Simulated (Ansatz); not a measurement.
Li2S in Ansatz: the effect of functional

Crystal: Li2S.

```
S Li
1.0
     0.00000    2.80606    2.80606
     2.80606    0.00000    2.80606
     2.80606    2.80606    0.00000
S Li
1 2
Direct
  0.00000 0.00000 0.00000
  0.75000 0.75000 0.75000
  0.25000 0.25000 0.25000
```

The cell isn't the ideal one: volume scaled by 0.96.

Alike in all runs:

```yaml
Program: Ansatz 0.2.0
Task: single point
Potentials_or_basis: Ansatz PAW
k_mesh: 8 × 8 × 8
Occupations: fermi-dirac, width 0.05 eV
Spin: no spin polarisation
```

```csv
functional,cutoff,gap on the mesh (eV),pressure (GPa)
LDA,420 eV (not typed: the program's choice for these potentials),?,?
PBEsol,420 eV (not typed: the program's choice for these potentials),3.19,1.0
r2SCAN,500 eV (not typed: the program's choice for these potentials),3.85,1.9
```

Task: What does the run with functional LDA give?

Result: gap on the mesh 3.14 eV; pressure -1.1 GPa.

Caveats: the PAW data sets come from PBE, with cores solved anew for the run's functional, which leaves a small shift of forces and pressure.

A k mesh can miss the band edges.
